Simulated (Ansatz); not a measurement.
# A defect in a wire: Al wire of staggered 3-rings, Co in place of one Al, part 2 of 4

What does the defect do to the conductance?

Ansatz 0.2.0; DFT PBE, plane waves, PAW; relaxation of a wire's period (the session's first sound run).

So far. Step 2 (The relaxed wire): The cell's length comes to 4.297 Å with spin left out.

**3. Bands of the perfect wire**

This step: DFT PBE, plane waves, PAW; channels and complex bands of a perfect wire (Ansatz 0.2.0).

At the relaxed period the Bloch states of the perfect wire are found at each energy: those that move forward count the open channels, and those that decay describe how a disturbance dies away inside the wire itself. An energy step of 0.035 eV is under the 0.039 eV that the program asks for its thermal average at 300 K.

The input, input.yaml:

```yaml
crystal:
  lattice:
    - [10.033, 0.0, 0.0]
    - [0.0, 9.6, 0.0]
    - [0.0, 0.0, 4.2971976369]
  atoms:
    - { symbol: Al, position: [0.418531576, 0.648345437, 0.0] }
    - { symbol: Al, position: [0.418531576, 0.351610519, 0.0] }
    - { symbol: Al, position: [0.663898635, 0.499977978, 0.0] }
    - { symbol: Al, position: [0.336068799, 0.499977978, 0.5] }
    - { symbol: Al, position: [0.581435858, 0.648345437, 0.5] }
    - { symbol: Al, position: [0.581435858, 0.351610519, 0.5] }
kpoints:
  mp_grid: { grid: [1, 1, 19] }
scf:
  occupations: { method: fermi_dirac, width: 0.05 }
hamiltonian:
  xc: pbe
output:
  transmission:
    e_range: [-1.26, 1.26]
    de: 0.035
    kmesh: [1, 1]
    reduced_basis: true
    leads: [[0, 0]]
basis:
  ecutwfc: "350 eV"
```

The run is started by

```sh
$ ansatz run input.yaml --threads 4 --pin off --max-ram 16384MiB --backend cpu --events-out ev --progress --plain --runs-dir out
```

Numbers of over 12 decimals in the logs are rounded to 6 here.

What it wrote:

```text
Warning: basis.ecutwfc = 350 eV is below the records' recommended 420 eV, and the density's cutoff is lower with it unless basis.ecutrho_ratio is high enough to keep the records' density cutoff: compare with a run at a higher cutoff
[...]
Crystal: 6 atoms, lattice volume = 413.892 Å³
Basis set: ecut = 350 eV, 6143 PW (Γ)
Bands: 15, of which v1, the nominal top of the filled ones, is band 9 counted from 1 (8 counted from 0)
Symmetry: 8 space group operations
[...]
k-points: 10 of 19
[...]
SCF iter   1: F=—  HF=-3220.381111 eV  |F-HF|=—  |Δ(HF+E_count)|=         —  Δρ=1.60e-3  dr2=2.98e-2  ethr=1.77e-3  ⟨swp⟩=8.9  Hψ=1160  notcnv=0
[...]
SCF iter   6: F=-3220.377958 eV  HF=-3220.377958 eV  |F-HF|=1.03e-8  |Δ(HF+E_count)|=   1.37e-7  Δρ=9.81e-7  dr2=1.68e-8  ethr=5.56e-10  ⟨swp⟩=6.8  Hψ=634  notcnv=0
SCF 1 converged in 6 iterations: F = -3220.377958 eV  dr2 = 1.68e-8
[...]
transmission: 5 of 30 steps passed
transmission: 10 of 30 steps passed
[...]
transmission: 30 of 30 steps passed
SCF converged after 6 iterations
Free energy (F): -3220.377958 eV
[...]
Internal energy: -3220.351846 eV  (E = F + TS)
E sigma→0 (E₀):  -3220.364902 eV
Entropy (-TS):   -0.026112 eV (-4.352 meV/atom)
Fermi energy:    -1.151511 eV
[...]
--- Band table (eV; the first three rows and the last of 10) ---
  k-point 0: bands = [... 5 lower, -3.1804, -2.9808, -1.9356, -0.3532, -0.3292, 0.1094, 0.1621, 0.4225, ... 2 higher]
  k-point 1: bands = [... 5 lower, -3.4142, -2.9607, -1.5365, -0.6292, -0.6089, 0.1180, 0.1817, 0.4278, ... 2 higher]
  k-point 2: bands = [... 5 lower, -3.3538, -2.9000, -1.1788, -1.1611, -0.7971, 0.1410, 0.2401, 0.4375, ... 2 higher]
  k-point 9: bands = [... 5 lower, -4.9517, -1.8230, -1.7825, -1.4545, -1.4145, -1.3980, -1.0570, 1.8452, ... 2 higher]
--- Transmission ---
  basis      : 707 plane waves across, 5 finite elements along
  points     : 1, standing for a mesh of 1 x 1
  filling    : by the input's occupations and mesh, since the crystals that have channels conduct as metals do. If one of these is a semiconductor, that mesh has misplaced its level
  energies   : 73 from -1.260000 to 1.260000 eV about the Fermi level, 0.035000 eV apart; the leads are filled to 0.000000 eV, and channels, transmission and decay are at 0.000000 eV
  crystal 0  : Al6, at the sites [0, 0], period 4.2972 Å: whole cells are its period
    offset         : up to 0.0000 Å between an atom of the period and one for which it stands
    filled         : 24.2 meV over the level at which it is neutral
    channels       : 6.000000e0 a spin
    conductance    : 4.8266e14 S/m² at 300 K; may be off by some 0.0 % by where its bands' edges are placed, 0.0 % from the distance to neutral
```

Wall time 36 s (4 threads of Arm Neoverse V1, shared host); peak memory 0.92 GiB; 1.9 min of CPU time.

Reading the cycles: dr2 is the Hartree energy of the density residual (eV), the measure of convergence; HF is the Harris–Foulkes estimate of the energy, which meets the free energy F at convergence.

This step gave:

```
energy at zero smearing                                  : -3220.3649 eV
channels at the energy nearest the Fermi level, one spin : 6
conductance of the lead as this run defines it           : 6.000 G₀
band gap                                                 : 0 eV
```

Open channels of the lead, one spin against energy, zero at the Fermi level:

energy (eV), open channels of the lead, one spin and a bar from the least value:
```
    -1.26       5.00 ###############
    -1.19       5.00 ###############
    -1.08       5.00 ###############
    -1.01       5.00 ###############
    -0.91       5.00 ###############
    -0.84       5.00 ###############
    -0.73       6.00 ##############################
    -0.67       6.00 ##############################
    -0.56       6.00 ##############################
    -0.49       6.00 ##############################
    -0.39       6.00 ##############################
    -0.32       6.00 ##############################
    -0.21       6.00 ##############################
    -0.14       6.00 ##############################
    -0.04       6.00 ##############################
     0.00       6.00 ##############################
     0.04       6.00 ##############################
     0.14       6.00 ##############################
     0.21       6.00 ##############################
     0.32       6.00 ##############################
     0.39       6.00 ##############################
     0.49       6.00 ##############################
     0.56       6.00 ##############################
     0.67       6.00 ##############################
     0.73       6.00 ##############################
     0.84       4.00 
     0.91       4.00 
     1.01       4.00 
     1.08       4.00 
     1.19       4.00 
     1.26       5.00 ###############
```

The slowest values at each energy, most degenerate partners merged, listed up to 1.5 1/Å. The Im kz of the slowest decaying states by energy, zero at the Fermi level:

| energy (eV) | decay 1 (Å⁻¹) | decay 2 (Å⁻¹) | decay 3 (Å⁻¹) | decay 4 (Å⁻¹) |
| --- | --- | --- | --- | --- |
| -1.26 | 0.0589 | 0.858 | 0.890 | 0.943 |
| -1.16 | 0.0552 | 0.841 | 0.873 | 0.927 |
| -1.05 | 0.0493 | 0.823 | 0.856 | 0.911 |
| -0.94 | 0.0402 | 0.805 | 0.839 | 0.895 |
| -0.84 | 0.0247 | 0.786 | 0.821 | 0.878 |
| -0.77 | 0.773 | 0.809 | 0.867 | 0.874 |
| -0.67 | 0.753 | 0.790 | 0.849 | 0.857 |
| -0.56 | 0.733 | 0.771 | 0.831 | 0.839 |
| -0.46 | 0.712 | 0.752 | 0.813 | 0.821 |
| -0.35 | 0.691 | 0.732 | 0.795 | 0.803 |
| -0.24 | 0.669 | 0.711 | 0.775 | 0.784 |
| -0.14 | 0.646 | 0.689 | 0.756 | 0.764 |
| -0.04 | 0.623 | 0.667 | 0.736 | 0.744 |
| 0.00 | 0.614 | 0.659 | 0.729 | 0.737 |
| 0.04 | 0.606 | 0.651 | 0.722 | 0.731 |
| 0.14 | 0.581 | 0.627 | 0.700 | 0.709 |
| 0.24 | 0.554 | 0.602 | 0.678 | 0.687 |
| 0.35 | 0.527 | 0.575 | 0.655 | 0.665 |
| 0.46 | 0.497 | 0.546 | 0.631 | 0.641 |
| 0.56 | 0.466 | 0.516 | 0.605 | 0.616 |
| 0.67 | 0.433 | 0.483 | 0.579 | 0.590 |
| 0.77 | 0.396 | 0.446 | 0.550 | 0.563 |
| 0.84 | 0.0197 | 0.0284 | 0.370 | 0.419 |
| 0.94 | 0.0453 | 0.0495 | 0.327 | 0.373 |
| 1.05 | 0.0587 | 0.0618 | 0.276 | 0.316 |
| 1.16 | 0.0676 | 0.0703 | 0.214 | 0.236 |
| 1.26 | 0.0737 | 0.0761 | 0.123 | 0.379 |

By hand: the program gives 4.8266 × 10^14 S/m² over the cell's cross-section of 96.32 Å² = 9.632 × 10^-19 m², so one cell conducts 4.649 × 10^-4 S. Divided by G0 = 2e²/h = 7.748 × 10^-5 S this is 6.00 G0, a resistance of 2.15 kΩ.

At the computed energy nearest the Fermi level there are 6 channels a spin, and the thermal average gives 6.00 G₀.

[end of part 2 of 4]

[Logs are printed without paths, hosts, clocks, repeated set-up lines and the standing remarks that a program may print on its own settings, such as how far it seeks lower states.]

[Hosts, paths, dates, database ids (printed as entryN), source tags and the programs' standing remarks are cut or masked in the printed files.]
